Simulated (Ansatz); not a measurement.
SnSe: equation of state with CAM-B3LYP

Crystal: SnSe.

```
CELL_PARAMETERS angstrom
0.00000 3.01000 3.01000
3.01000 0.00000 3.01000
3.01000 3.01000 0.00000
ATOMIC_POSITIONS crystal
Sn 0.00000 0.00000 0.00000
Se 0.50000 0.50000 0.50000
```

Measurements of this composition are mostly on another form, of space group No. 62.

```json
{
  "Program": "Ansatz 0.2.0",
  "Task": "equation of state",
  "Functional": "CAM-B3LYP",
  "Potentials or basis": "Ansatz PAW",
  "Cutoff": "420 eV",
  "Density cutoff": "1680 eV",
  "k mesh": "4 × 4 × 4",
  "Occupations": "fermi-dirac, width 0.05 eV",
  "Spin": "no spin polarisation"
}
```

The equilibrium volume is 28.50 Å³/atom. The bulk modulus is 46 GPa and the pressure derivative of the bulk modulus is 6.9 (rough: it moves with the points fitted).

Energy against volume, from the lowest point:
| volume (Å³/atom) | energy (meV/atom) |
| --- | --- |
| 25.635 | 55.35 |
| 26.180 | 34.12 |
| 26.725 | 19.18 |
| 27.271 | 8.77 |
| 27.816 | 2.51 |
| 28.362 | 0.00 |
| 28.907 | 0.85 |

All runs of the series together: 2.3 min on 2 threads of INTEL(R) XEON(R) PLATINUM 8581C CPU @ 2.10GHz (Emerald Rapids), on a shared host.

Caveat: the k mesh is coarse (spacing up to 0.45 Å⁻¹), so the values aren't converged, least of all with exact exchange; the potentials were made for another functional, which shifts forces and pressure. Zero-point motion and thermal expansion aren't in these numbers.
